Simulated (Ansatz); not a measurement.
Rh: equation of state with PBE

**What was measured.**

“Thermal equation of state of rhodium characterized by XRD in a resistively heated diamond anvil cell”, 2024, pmc:11535440 quotes, for a bulk crystal of Rh: bulk modulus 264 ± 1 GPa.

Rh:

```
Rh
1.0
     0.00000    1.89785    1.89785
     1.89785    0.00000    1.89785
     1.89785    1.89785    0.00000
Rh
1
Direct
  0.00000 0.00000 0.00000
```

| Item | Value |
| --- | --- |
| Program | Ansatz 0.2.0 |
| Task | equation of state |
| Functional | PBE |
| Potentials or basis | Ansatz PAW |
| Cutoff | 420 eV |
| Density cutoff | 1680 eV |
| k mesh | 12 × 12 × 12 |
| Occupations | fermi-dirac, width 0.05 eV |
| Spin | no spin polarisation |

* Equilibrium volume: 14.04 Å³/atom
* Bulk modulus: 258 GPa
* Pressure derivative of the bulk modulus: 5.1

Energy against volume, from the lowest point:
| volume (Å³/atom) | energy (meV/atom) |
| --- | --- |
| 12.851 | 96.12 |
| 13.125 | 54.29 |
| 13.398 | 25.24 |
| 13.671 | 7.60 |
| 13.945 | 0.00 |
| 14.218 | 1.36 |
| 14.492 | 10.65 |

All runs of the series together: 7.3 s on 1 thread of Arm Neoverse V1 (shared host).

Measured bulk modulus of Rh: 264 GPa (quoted in “Thermal equation of state of rhodium characterized by XRD in a resistively heated diamond anvil cell”, 2024, pmc:11535440). This calculation gives 258 GPa (-2.2 %). The fit is for a static lattice scaled at fixed shape and fixed fractional positions.

PBE usually gives volumes a little too large and moduli too small.
